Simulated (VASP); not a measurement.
A run of VASP 6.6.1 is set up as follows.

Contents of INCAR:

```
SYSTEM = BN
PREC = Accurate
ENCUT = 520
EDIFF = 1E-8
ISMEAR = 0
SIGMA = 0.01
LREAL = .FALSE.
LASPH = .TRUE.
NELM = 100
ALGO = Normal
ISIF = 2
LWAVE = .FALSE.
LCHARG = .FALSE.
GGA = PE
LEPSILON = .TRUE.
```

KPOINTS

```
regular mesh
0
G
  8 8 3
  0 0 0
```

Contents of POSCAR:

```
BN
1.0
    2.4982400000      0.0000000000      0.0000000000
   -1.2491200000      2.1635390000      0.0000000000
    0.0000000000      0.0000000000      6.6357000000
B N
2 2
Direct
    0.3333333333      0.6666666667      0.2500000000
    0.6666666667      0.3333333333      0.7500000000
    0.3333333333      0.6666666667      0.7500000000
    0.6666666667      0.3333333333      0.2500000000
```

Potentials or basis: VASP PAW PBE potentials, release 64 (B, N).

The run is started by

```bash
$ cat potpaw_PBE.64/B/POTCAR potpaw_PBE.64/N/POTCAR > POTCAR
$ mpirun -np 1 vasp_std > vasp.out
```

**Question.** Estimate the electronic dielectric tensor (diagonal).

**Answer.** 4.75, 4.75, 2.69.

**Question.** Predict the Born charges (mean of the diagonal).

**Answer.** B +2.06; N -2.06 e.

**Question.** Predict the band gap on the k mesh.

**Answer.** 4.27 eV, indirect (least direct gap 4.69 eV).

Electronic dielectric tensor:
```
4.75 0.00 0.00
0.00 4.75 0.00
0.00 0.00 2.69
```

Caveat: an odd mesh through Γ misses points on the zone boundary, where band edges often lie. A hybrid or GW would open this gap; PBE tends to underestimate it.
